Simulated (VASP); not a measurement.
Calculation: PBE0 hybrid, VASP's PBE PAW potentials (set 64) (plane waves; VASP).

VASP input:

### KPOINTS
```
Regular mesh
0
G
  3 3 3
0 0 0
```

### INCAR
```
! general
SYSTEM   = LiI
PREC     = Accurate
ENCUT    = 400   ! plane-wave cut-off (eV)
LREAL    = .False.   ! projection in real space or not
LASPH    = .True.   ! aspherical one-centre terms
ISYM     = 3

! electronic loop
EDIFF    = 1E-6   ! SCF stop (eV)
NELM     = 100
ALGO     = Normal
LMAXMIX  = 4   ! l cut-off of mixed one-centre charges

! smearing
ISMEAR   = 0   ! Gaussian
SIGMA    = 0.01

! functional
GGA      = PE   ! PBE
LHFCALC  = .True.
AEXX     = 0.25
HFRCUT   = -1
PRECFOCK = Fast

! ions
ISIF     = 2   ! forces and stress, cell fixed

! output
LWAVE    = .False.
LCHARG   = .False.
```

POSCAR:
```
LiI
1
    0.0000000000     3.0143150000     3.0143150000
    3.0143150000     0.0000000000     3.0143150000
    3.0143150000     3.0143150000     0.0000000000
Li I
1 1
Direct
  0.0000000000   0.0000000000   0.0000000000
  0.5000000000   0.5000000000   0.5000000000
```

POTCAR, in this order: Li_sv I (PBE.64 set). Program: vasp_std.

Output of the run:

File OSZICAR:
```
       N       E                     dE             d eps       ncg     rms          rms(c)
DAV:   1    -0.116777185577E+04   -0.11678E+04   -0.30096E+03    72   0.809E+02
DAV:   2    -0.120631596203E+04   -0.38544E+02   -0.38242E+02    90   0.127E+02
DAV:   3    -0.120793563992E+04   -0.16197E+01   -0.16182E+01    95   0.314E+01
DAV:   4    -0.120796772895E+04   -0.32089E-01   -0.32035E-01   110   0.497E+00
DAV:   5    -0.710996254495E+01    0.12009E+04   -0.36544E+00    72   0.112E+01    0.395E+00
DAV:   6    -0.714244010465E+01   -0.32478E-01   -0.36830E-01   100   0.360E+00    0.413E+00
DAV:   7    -0.714821139760E+01   -0.57713E-02   -0.31543E-02    91   0.119E+00    0.277E+00
DAV:   8    -0.714902649643E+01   -0.81510E-03   -0.31322E-03    85   0.430E-01    0.173E+00
DAV:   9    -0.714929000233E+01   -0.26351E-03   -0.80765E-04   106   0.227E-01    0.993E-01
DAV:  10    -0.714948916095E+01   -0.19916E-03   -0.19722E-04    91   0.123E-01    0.556E-01
DAV:  11    -0.714961658266E+01   -0.12742E-03   -0.87354E-05   106   0.818E-02    0.307E-01
DAV:  12    -0.714968783473E+01   -0.71252E-04   -0.35022E-05    99   0.531E-02    0.170E-01
DAV:  13    -0.714972529649E+01   -0.37462E-04   -0.16101E-05    98   0.358E-02    0.945E-02
DAV:  14    -0.714974444701E+01   -0.19151E-04   -0.73668E-06    99   0.239E-02    0.528E-02
DAV:  15    -0.714975398835E+01   -0.95413E-05   -0.34619E-06    90   0.163E-02    0.296E-02
DAV:  16    -0.714975871365E+01   -0.47253E-05   -0.15818E-06    99   0.108E-02    0.167E-02
DAV:  17    -0.714976098015E+01   -0.22665E-05   -0.70105E-07    72   0.717E-03    0.951E-03
DAV:  18    -0.714976207935E+01   -0.10992E-05   -0.30015E-07    39   0.492E-03    0.551E-03
DAV:  19    -0.714976257498E+01   -0.49562E-06   -0.18827E-07    47   0.394E-03
   1 F= -.71497626E+01 E0= -.71497626E+01  d E =-.256595E-27
```

### OUTCAR
```
------------------------ aborting loop because EDIFF is reached ----------------------------------------
  FORCE on cell =-STRESS in cart. coord.  units (eV):
  Direction    XX          YY          ZZ          XY          YZ          ZX
  --------------------------------------------------------------------------------------
  Total       -0.1012434     -0.1012434     -0.1012434      0.0000000      0.0000000     -0.0000000
  in kB       -2.9612929     -2.9612929     -2.9612929      0.0000000      0.0000000     -0.0000000
  external PRESSURE =      -2.9612929 kB  Pullay stress =       0.0000000 kB
  volume of cell :       54.78
      direct lattice vectors                 reciprocal lattice vectors
     0.000000000  3.014315000  3.014315000    -0.165875166  0.165875166  0.165875166
     3.014315000  0.000000000  3.014315000     0.165875166 -0.165875166  0.165875166
     3.014315000  3.014315000  0.000000000     0.165875166  0.165875166 -0.165875166
 POSITION                                       TOTAL-FORCE (eV/Angst)
 -----------------------------------------------------------------------------------
      0.00000      0.00000      0.00000         0.000000      0.000000     -0.000000
      3.01431      3.01431      3.01431        -0.000000      0.000000      0.000000
 -----------------------------------------------------------------------------------
    total drift:                                0.000000     -0.000000     -0.000000
  FREE ENERGIE OF THE ION-ELECTRON SYSTEM (eV)
  ---------------------------------------------------
  free  energy   TOTEN  =        -7.1497625750 eV

  energy  without entropy=       -7.1497625750  energy(sigma->0) =       -7.14976257

  exchange ACFDT corr.  =         0.00000000  see jH, gK, PRB 81, 115126
```
(Selected blocks of OUTCAR.)

### OUTCAR
```
 val. band max:        1.0019339773   @ k =   0.0000   0.0000   0.0000

 cond. band min:       7.0744683335   @ k =   0.0000   0.0000   0.0000


 Fermi energy:         1.0768703376

 k-point     1 :       0.0000    0.0000    0.0000
  band No.  band energies     occupation
      1     -47.5881      2.00000
      2     -11.5967      2.00000
      3       1.0019      2.00000
      4       1.0019      2.00000
      5       1.0019      2.00000
      6       7.0745      0.00000
      7      11.1030      0.00000
      8      11.1030      0.00000
      9      11.1030      0.00000

 k-point     2 :       0.3333    0.0000    0.0000
  band No.  band energies     occupation
      1     -47.5880      2.00000
      2     -11.1992      2.00000
      3      -1.5256      2.00000
      4       0.7859      2.00000
      5       0.7859      2.00000
      6       7.5625      0.00000
      7       9.4437      0.00000
      8       9.4437      0.00000
      9      12.1195      0.00000

 k-point     3 :       0.3333    0.3333    0.0000
  band No.  band energies     occupation
      1     -47.5882      2.00000
      2     -11.0473      2.00000
      3      -1.3880      2.00000
      4       0.0034      2.00000
      5       0.0034      2.00000
      6       7.7357      0.00000
      7       8.5602      0.00000
      8      11.4599      0.00000
      9      12.5726      0.00000

 k-point     4 :      -0.3333    0.3333    0.0000
  band No.  band energies     occupation
      1     -47.5874      2.00000
      2     -10.8806      2.00000
      3      -1.3804      2.00000
      4      -1.3217      2.00000
      5       0.2570      2.00000
      6       7.8713      0.00000
      7      10.5162      0.00000
      8      10.7216      0.00000
      9      11.6271      0.00000
```

At this cut-off the stress carries a Pulay error, which pulls relaxed volumes low.  Unless said otherwise, spin-orbit coupling is left out, though it shifts the bands of the heavy elements here.

The structure comes from a computed database's LiI entry; how it stands against other phases isn't given here. The cell was not relaxed at this level. The k-mesh is coarse (spacing up to 0.60 per Å, 2π included), so the numbers may not be converged in it. The run is one of a series of settings (AEXX = 0.25, GGA = PE, HFRCUT = -1, ISYM = 3, LHFCALC = .TRUE., PRECFOCK = Fast, KPOINTS 3×3×3 Γ-centred mesh, POTCAR Li_sv I (PBE.64 set) against the base run), some of them coarse on purpose.
